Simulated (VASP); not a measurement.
# SiO2: GW quasiparticle gap, part 3 of 4

Wanted: how far GW moves the Kohn-Sham levels of SiO2. The cell has space group I-42d. The start is a cell from a database of measured crystal structures.

VASP 6.6.1, plane waves and PAW; the level of theory is named at each step.

So far, gap on the k-mesh (eV): step 2 (empty bands, functional LDA) 5.82.

### 3. evGW0 (continued)

Level of this step: evGW0 on LDA; plane waves and PAW (Si_GW, O_GW) (VASP).

Parts of OUTCAR (step 3):

```text
 Found     13 irreducible k-points:

   k-points           NKPTS =     13   k-points in BZ     NKDIM =     64   number of bands    NBANDS=    544

   NELECT =      32.0000    total number of electrons

 E-fermi :   2.3669

 QP shifts <psi_nk| G(iteration)W_0 |psi_nk>: iteration 1
 for sc-GW calculations column KS-energies equals QP-energies in previous step
 and V_xc(KS)=  KS-energies - (<T + V_ion + V_H > + <T+V_H+V_ion>^1  + <V_x>^1)
 k-point   1 :       0.0000    0.0000    0.0000
  band No.  KS-energies  QP-energies   sigma(KS)   V_xc(KS)     V^pw_x(r,r')   Z            occupation Imag(sigma)
    ...
     13      -1.8853      -3.7887     -21.3961     -19.0033     -24.8615       0.7955       2.0000       0.0389
     14      -1.5659      -3.5339     -21.1028     -18.6123     -24.7054       0.7902       2.0000       0.0403
     15      -0.5443      -2.3934     -21.6856     -19.3650     -25.1958       0.7968       2.0000       0.0384
     16      -0.5443      -2.3934     -21.6856     -19.3650     -25.1958       0.7968       2.0000       0.0384
     17       5.2782       6.7350      -8.9198     -10.6073      -5.8097       0.8633       0.0000      -0.0675
     18       7.8794       9.6330      -8.1126     -10.1562      -4.4896       0.8581       0.0000      -0.0716
     19      10.5267      12.6100      -9.5638     -12.0466      -5.4341       0.8391       0.0000      -0.0778
     20      10.5267      12.6100      -9.5638     -12.0466      -5.4341       0.8391       0.0000      -0.0778
    ...

 k-point   2 :       0.2500    0.0000    0.0000
  band No.  KS-energies  QP-energies   sigma(KS)   V_xc(KS)     V^pw_x(r,r')   Z            occupation Imag(sigma)
    ...
     13      -1.8734      -3.8086     -21.1187     -18.6821     -24.6200       0.7942       2.0000       0.0402
     14      -1.4086      -3.3320     -21.4272     -19.0035     -24.9824       0.7935       2.0000       0.0392
     15      -0.6394      -2.4936     -21.6154     -19.2860     -25.1241       0.7960       2.0000       0.0385
     16      -0.6284      -2.4810     -21.6917     -19.3647     -25.2076       0.7961       2.0000       0.0387
     17       6.2173       7.7816      -9.5106     -11.3315      -6.3678       0.8591       0.0000      -0.0670
     18       8.4649      10.2769      -8.5165     -10.6387      -4.8648       0.8538       0.0000      -0.0706
     19       9.3627      11.3241      -9.3334     -11.6523      -5.4975       0.8459       0.0000      -0.0737
     20       9.9569      12.0084     -10.0432     -12.4936      -6.1811       0.8372       0.0000      -0.0738
    ...

 k-point   3 :       0.5000    0.0000    0.0000
  band No.  KS-energies  QP-energies   sigma(KS)   V_xc(KS)     V^pw_x(r,r')   Z            occupation Imag(sigma)
    ...
     13      -1.8262      -3.8047     -20.8557     -18.3565     -24.4388       0.7917       2.0000       0.0419
     14      -1.2232      -3.1089     -21.6596     -19.2869     -25.1849       0.7947       2.0000       0.0394
     15      -0.8268      -2.6744     -21.8267     -19.5015     -25.3466       0.7946       2.0000       0.0394
     16      -0.7279      -2.5939     -21.3810     -19.0329     -24.8761       0.7947       2.0000       0.0380
     17       7.6626       9.5207     -10.4715     -12.6678      -6.8876       0.8460       0.0000      -0.0736
     18       8.4039      10.0462      -8.6414     -10.5601      -5.4509       0.8559       0.0000      -0.0629
     19       9.2278      10.9855      -8.3671     -10.4289      -4.8330       0.8525       0.0000      -0.0676
     20       9.4384      11.4632     -10.2771     -12.6949      -6.5655       0.8374       0.0000      -0.0708
    ...

 QP shifts <psi_nk| G(iteration)W_0 |psi_nk>: iteration 2
 k-point   1 :       0.0000    0.0000    0.0000
  band No. old QP-enery  QP-energies   sigma(KS)   T+V_ion+V_H  V^pw_x(r,r')   Z            occupation Imag(sigma)
    ...
     13      -3.7887      -4.1269     -21.3300      17.1180     -24.8615       0.7989       2.0000       0.0328
     14      -3.5339      -3.8809     -21.0183      17.0464     -24.7054       0.7921       2.0000       0.0354
     15      -2.3934      -2.7154     -21.6168      18.8207     -25.1958       0.7996       2.0000       0.0324
     16      -2.3934      -2.7154     -21.6168      18.8207     -25.1958       0.7996       2.0000       0.0324
     17       6.7350       6.8873      -8.9746      15.8855      -5.8097       0.8665       0.0000      -0.0717
     18       9.6330       9.8220      -8.1827      18.0356      -4.4896       0.8592       0.0000      -0.0701
     19      12.6100      12.8374      -9.6919      22.5733      -5.4341       0.8379       0.0000      -0.0771
     20      12.6100      12.8374      -9.6919      22.5733      -5.4341       0.8379       0.0000      -0.0771
    ...

 QP shifts <psi_nk| G(iteration)W_0 |psi_nk>: iteration 3
 k-point   1 :       0.0000    0.0000    0.0000
  band No. old QP-enery  QP-energies   sigma(KS)   T+V_ion+V_H  V^pw_x(r,r')   Z            occupation Imag(sigma)
    ...
     13      -4.1269      -4.1882     -21.3216      17.1180     -24.8615       0.7995       2.0000       0.0319
     14      -3.8809      -3.9444     -21.0074      17.0464     -24.7054       0.7928       2.0000       0.0344
     15      -2.7154      -2.7737     -21.6090      18.8207     -25.1958       0.8003       2.0000       0.0314
     16      -2.7154      -2.7737     -21.6090      18.8207     -25.1958       0.8003       2.0000       0.0314
     17       6.8873       6.8995      -8.9840      15.8855      -5.8097       0.8676       0.0000      -0.0698
     18       9.8220       9.8411      -8.1914      18.0356      -4.4896       0.8588       0.0000      -0.0695
     19      12.8374      12.8623      -9.7063      22.5733      -5.4341       0.8396       0.0000      -0.0781
     20      12.8374      12.8623      -9.7063      22.5733      -5.4341       0.8396       0.0000      -0.0781
    ...

 QP shifts <psi_nk| G(iteration)W_0 |psi_nk>: iteration 4
 k-point   1 :       0.0000    0.0000    0.0000
  band No. old QP-enery  QP-energies   sigma(KS)   T+V_ion+V_H  V^pw_x(r,r')   Z            occupation Imag(sigma)
    ...
     13      -4.1882      -4.1998     -21.3207      17.1180     -24.8615       0.7998       2.0000       0.0317
     14      -3.9444      -3.9563     -21.0058      17.0464     -24.7054       0.7929       2.0000       0.0342
     15      -2.7737      -2.7846     -21.6080      18.8207     -25.1958       0.8004       2.0000       0.0312
     16      -2.7737      -2.7846     -21.6080      18.8207     -25.1958       0.8004       2.0000       0.0312
     17       6.8995       6.9000      -8.9854      15.8855      -5.8097       0.8677       0.0000      -0.0695
     18       9.8411       9.8426      -8.1928      18.0356      -4.4896       0.8588       0.0000      -0.0694
     19      12.8623      12.8647      -9.7082      22.5733      -5.4341       0.8396       0.0000      -0.0784
     20      12.8623      12.8647      -9.7082      22.5733      -5.4341       0.8396       0.0000      -0.0784
    ...

[... 8 parts as in an earlier step ...]

[... 26 further parts left out ...]
```

Numbers from this step:

| Property | Result |
| --- | --- |
| quasiparticle gap on the mesh | 9.685 eV |
| smallest direct quasiparticle gap on the mesh | 9.685 eV |
| gap of the starting orbitals on the mesh | 5.822 eV |

QP gap by iteration, by row:

```tsv
iteration	gap (eV)	direct gap (eV)
1	9.128	9.128
2	9.603	9.603
3	9.673	9.673
4	9.685	9.685
```

GW takes the gap from 5.822 to 9.685 eV. The last pass still moved it by +11 meV. The value holds for 544 bands, ENCUTGW = 200 eV and this mesh, and isn't shown to be converged in them.

### 4. Orbitals for another starting point

This step: LDA; plane waves and PAW (Si_GW, O_GW) (VASP 6.6.1).

A hybrid converges faster from good orbitals, so a cheap LDA run writes WAVECAR first.

Input file INCAR:

```
SYSTEM = SiO2
PREC = Accurate
ENCUT = 440
EDIFF = 1E-05
NELM = 100
ISMEAR = 0
SIGMA = 0.01
LREAL = .FALSE.
ALGO = Normal
GGA = CA
NBANDS = 22
LORBIT = 11
LWAVE = .TRUE.
LCHARG = .FALSE.
KPAR = 8
NCORE = 2
```

Input file POSCAR:

```
SiO2
1.0
   -2.3740500000      2.3740500000      3.7440000000
    2.3740500000     -2.3740500000      3.7440000000
    2.3740500000      2.3740500000     -3.7440000000
Si O
2 4
Direct
    0.0000000000      0.0000000000      0.0000000000
    0.7500000000      0.2500000000      0.5000000000
    0.9983800000      0.6250000000      0.8733800000
    0.3750000000      0.2483800000      0.3733800000
    0.7516200000      0.1250000000      0.1266200000
    0.8750000000      0.0016200000      0.6266200000
```

Input file KPOINTS:

```
Automatic mesh
0
Gamma
4 4 4
0 0 0
```

PAW data sets: Si_GW and O_GW (LDA family, release 64).

Launch:

```bash
$ mpirun -np 16 vasp_std
```

The log of the run:

```text
[banner, memory and clock lines left out]
running   16 mpi-ranks, on    1 nodes
 distrk:  each k-point on    2 cores,    8 groups
 distr:  one band on    2 cores,    1 groups

 POSCAR found type information on POSCAR SiO
 POSCAR found :  2 types and       6 ions
 LDA part: xc-table for (Slater(with rela. corr.)+CA(PZ))
 , standard interpolation
 POSCAR, INCAR and KPOINTS ok, starting setup
 FFT: planning ... GRIDC
 FFT: planning ... GRID_SOFT
 FFT: planning ... GRID
 WAVECAR not read
 entering main loop
       N       E                     dE             d eps       ncg     rms          rms(c)
DAV:   1     0.226083459367E+03    0.22608E+03   -0.15771E+04   682   0.129E+03
DAV:   2    -0.403684564623E+02   -0.26645E+03   -0.24783E+03   872   0.484E+02
DAV:   3    -0.579473657933E+02   -0.17579E+02   -0.17446E+02   808   0.113E+02
DAV:   4    -0.584651184410E+02   -0.51775E+00   -0.51660E+00   842   0.245E+01
DAV:   5    -0.584851573639E+02   -0.20039E-01   -0.20033E-01   826   0.415E+00    0.149E+01
DAV:   6    -0.521152765328E+02    0.63699E+01   -0.24478E+01   944   0.515E+01    0.449E+00
DAV:   7    -0.519782673000E+02    0.13701E+00   -0.60647E-01   724   0.542E+00    0.280E+00
DAV:   8    -0.518889959581E+02    0.89271E-01   -0.16430E-01   736   0.634E+00    0.414E-01
DAV:   9    -0.518879603283E+02    0.10356E-02   -0.29285E-02  1024   0.190E+00    0.112E-01
DAV:  10    -0.518883943039E+02   -0.43398E-03   -0.12900E-03   922   0.336E-01    0.334E-02
DAV:  11    -0.518883769108E+02    0.17393E-04   -0.14866E-04   908   0.108E-01    0.122E-02
DAV:  12    -0.518883769955E+02   -0.84679E-07   -0.89506E-06   520   0.333E-02
   1 F= -.51888377E+02 E0= -.51888377E+02  d E =-.427946E-40
 writing wavefunctions
```

Wall time 1.4 s (16 MPI ranks of AMD EPYC 9R45, shared host); peak memory 2.4 GiB; 16 s of CPU time.

From OUTCAR (step 4):

```text
 Found     13 irreducible k-points:

   k-points           NKPTS =     13   k-points in BZ     NKDIM =     13   number of bands    NBANDS=     22

   NELECT =      32.0000    total number of electrons

 E-fermi :  -0.4527

 k-point     1 :       0.0000    0.0000    0.0000
  band No.  band energies     occupation
    ...
     12      -1.9190      2.00000
     13      -1.8857      2.00000
     14      -1.5662      2.00000
     15      -0.5445      2.00000
     16      -0.5445      2.00000
     17       5.2776      0.00000
     18       7.8788      0.00000
     19      10.5261      0.00000
     20      10.5431      0.00000
     21      10.6206      0.00000
    ...

 k-point     2 :       0.2500    0.0000    0.0000
  band No.  band energies     occupation
    ...
     12      -1.9506      2.00000
     13      -1.8737      2.00000
     14      -1.4089      2.00000
     15      -0.6396      2.00000
     16      -0.6287      2.00000
     17       6.2167      0.00000
     18       8.4643      0.00000
     19       9.3620      0.00000
     20       9.9563      0.00000
     21      10.5393      0.00000
    ...

  Total       -2.3743741     -2.3743741     -3.3890646      0.0000000     -0.0000000      0.0000000
  in kB      -45.0696490    -45.0696490    -64.3301961      0.0000000     -0.0000000      0.0000000
  external PRESSURE =     -51.4898314 kB  Pullay stress =       0.0000000 kB

 POSITION                                       TOTAL-FORCE (eV/Angst)
 -----------------------------------------------------------------------------------
      0.00000      0.00000      0.00000         0.000000     -0.000000      0.000000
      0.00000      2.37405      1.87200         0.000000     -0.000000      0.000000
      1.18702      2.95987      2.80800         0.000000     -0.255439     -0.000000
      0.58582      1.18702      0.93600        -0.255439     -0.000000     -0.000000
     -1.18702      1.78823      2.80800         0.000000      0.255439      0.000000
     -0.58582      3.56107      0.93600         0.255439     -0.000000      0.000000
 -----------------------------------------------------------------------------------
    total drift:                                0.000003      0.000003      0.000003

  FREE ENERGIE OF THE ION-ELECTRON SYSTEM (eV)
  ---------------------------------------------------
  free  energy   TOTEN  =       -51.8883769955 eV

  energy  without entropy=      -51.8883769955  energy(sigma->0) =      -51.88837700

 total charge
# of ion       s       p       d       tot
------------------------------------------
    1        0.623   0.972   0.512   2.107
    2        0.623   0.972   0.512   2.107
    3        1.514   3.621   0.000   5.135
    4        1.514   3.621   0.000   5.135
    5        1.514   3.621   0.000   5.135
    6        1.514   3.621   0.000   5.135
--------------------------------------------------
tot          7.302  16.428   1.024  24.753

[... 8 parts as in an earlier step ...]

[... 5 further parts left out ...]
```

Numbers from this step:

| Property | Result |
| --- | --- |
| free energy (TOTEN) | -51.8884 eV |
| Fermi energy | -0.4527 eV |
| pressure | -5.149 GPa |

The run ends at a pressure of -5.15 GPa, with forces up to 0.26 eV/Å.

### 5. Another starting point

This step: HSE06; plane waves and PAW (Si_GW, O_GW) (VASP 6.6.1).

To see how much the result owes to its start, the ground state is made again with HSE06. EDIFF is tight for accurate orbitals, and a narrow smearing avoids fractional occupations.

Input file INCAR:

```
SYSTEM = SiO2
PREC = Accurate
ENCUT = 440
EDIFF = 1E-08
NELM = 100
ISMEAR = 0
SIGMA = 0.01
LREAL = .FALSE.
ALGO = Normal
LHFCALC = .TRUE.
AEXX = 0.25
GGA = PE
HFSCREEN = 0.2
LASPH = .TRUE.
NBANDS = 22
PRECFOCK = Fast
LORBIT = 11
LWAVE = .TRUE.
LCHARG = .FALSE.
KPAR = 8
```

POSCAR is that of step 4.

KPOINTS is that of step 4.

The WAVECAR or CHGCAR of an earlier step is read.

Launch:

```bash
$ mpirun -np 16 vasp_std
```

The log of the run:

```text
[banner, memory and clock lines left out]
running   16 mpi-ranks, on    1 nodes
 distrk:  each k-point on    2 cores,    8 groups
 distr:  one band on    1 cores,    2 groups

 POSCAR found type information on POSCAR SiO
 POSCAR found :  2 types and       6 ions
 [... a notice as in an earlier step ...]

|                                                                             |
|               ----> ADVICE to this user running VASP <----                  |
|                                                                             |
|     You enforced a specific xc type in the INCAR file but a different       |
|     [... a line on the potential file left out ...]
|     I HOPE YOU KNOW WHAT YOU ARE DOING!                                     |
|                                                                             |

 LDA part: xc-table for (Slater+PW92), standard interpolation
 found WAVECAR, reading the header
 POSCAR, INCAR and KPOINTS ok, starting setup
 FFT: planning ... GRIDC
 FFT: planning ... GRID_SOFT
 FFT: planning ... GRID
 reading WAVECAR
 the WAVECAR file was read successfully
 initial charge from wavefunction
 entering main loop
       N       E                     dE             d eps       ncg     rms          rms(c)
DAV:   1    -0.585037779593E+02   -0.58504E+02   -0.22805E+00   880   0.213E+01    0.127E+00
DAV:   2    -0.584884426098E+02    0.15335E-01   -0.10891E-01   808   0.427E+00    0.739E-01
DAV:   3    -0.584770800961E+02    0.11363E-01   -0.41348E-02   936   0.185E+00    0.443E-01
DAV:   4    -0.584764405978E+02    0.63950E-03   -0.34223E-03   872   0.375E-01    0.299E-01
DAV:   5    -0.584756841221E+02    0.75648E-03   -0.56726E-04   728   0.414E-01    0.158E-01
DAV:   6    -0.584754810521E+02    0.20307E-03   -0.19251E-04   824   0.225E-01    0.828E-02
DAV:   7    -0.584754191900E+02    0.61862E-04   -0.27035E-05   924   0.806E-02    0.477E-02
DAV:   8    -0.584753991608E+02    0.20029E-04   -0.10294E-05   928   0.370E-02    0.286E-02
DAV:   9    -0.584753944003E+02    0.47605E-05   -0.38354E-06   916   0.233E-02    0.172E-02
DAV:  10    -0.584753936705E+02    0.72979E-06   -0.12621E-06   756   0.162E-02    0.102E-02
DAV:  11    -0.584753938787E+02   -0.20815E-06   -0.60189E-07   872   0.102E-02    0.603E-03
DAV:  12    -0.584753941974E+02   -0.31875E-06   -0.21799E-07   744   0.621E-03    0.360E-03
DAV:  13    -0.584753944367E+02   -0.23927E-06   -0.10412E-07   788   0.376E-03    0.219E-03
DAV:  14    -0.584753945883E+02   -0.15158E-06   -0.37554E-08   596   0.230E-03    0.135E-03
DAV:  15    -0.584753946750E+02   -0.86735E-07   -0.18670E-08   508   0.161E-03    0.822E-04
DAV:  16    -0.584753947236E+02   -0.48643E-07   -0.14180E-08   508   0.121E-03    0.544E-04
DAV:  17    -0.584753947512E+02   -0.27619E-07   -0.70395E-09   484   0.112E-03    0.332E-04
DAV:  18    -0.584753947659E+02   -0.14682E-07   -0.54098E-09   508   0.861E-04    0.226E-04
DAV:  19    -0.584753947744E+02   -0.84462E-08   -0.29965E-09   478   0.721E-04
   1 F= -.58475395E+02 E0= -.58475395E+02  d E =-.488655E-12
 writing wavefunctions
```

Elapsed: 74 s, on 16 MPI ranks; peak memory 4.7 GiB; 20 min of CPU time.

From OUTCAR (step 5):

```text
   k-points           NKPTS =     13   k-points in BZ     NKDIM =     64   number of bands    NBANDS=     22

   NELECT =      32.0000    total number of electrons

  exchange ACFDT corr.  =         0.00000000  see jH, gK, PRB 81, 115126

 E-fermi :  -1.5471

 k-point     1 :       0.0000    0.0000    0.0000
  band No.  band energies     occupation
    ...
     12      -2.9595      2.00000
     13      -2.9349      2.00000
     14      -2.6925      2.00000
     15      -1.5915      2.00000
     16      -1.5915      2.00000
     17       6.3014      0.00000
     18       9.0773      0.00000
     19      11.9049      0.00000
     20      11.9049      0.00000
     21      11.9315      0.00000
    ...

 POSITION                                       TOTAL-FORCE (eV/Angst)
 -----------------------------------------------------------------------------------
      0.00000      0.00000      0.00000         0.000000     -0.000000     -0.000000
      0.00000      2.37405      1.87200         0.000000      0.000000     -0.000000
      1.18702      2.95987      2.80800         0.000000     -0.296747      0.000000
      0.58582      1.18702      0.93600        -0.296747      0.000000      0.000000
     -1.18702      1.78823      2.80800         0.000000      0.296747     -0.000000
     -0.58582      3.56107      0.93600         0.296747      0.000000     -0.000000
 -----------------------------------------------------------------------------------
    total drift:                               -0.000015     -0.000007     -0.000006

  FREE ENERGIE OF THE ION-ELECTRON SYSTEM (eV)
  ---------------------------------------------------
  free  energy   TOTEN  =       -58.4753947744 eV

  energy  without entropy=      -58.4753947744  energy(sigma->0) =      -58.47539477

[... 8 parts as in an earlier step ...]

[... 8 further parts left out ...]
```

The PAW data sets were made with LDA, a small mismatch for this functional.

Numbers from this step:

- free energy (TOTEN): -58.4754 eV
- Fermi energy: -1.547 eV
- gap on the k-mesh: 7.893 eV
- least direct gap on the k-mesh: 7.893 eV

(Part 3 of 4 ends here.)

[Lines on the potential files, build, host, timing and source positions are cut from VASP's logs without a mark.]

[Logs are printed without paths, hosts, clocks, repeated set-up lines and the standing remarks that a program may print on its own settings, such as how far it seeks lower states.]

[Hosts, paths, dates, database ids (printed as entryN), source tags and the programs' standing remarks are cut or masked in the printed files.]

[Pressures printed for these runs are not shown converged in the cutoff: they can be off by several GPa and have the wrong sign.]
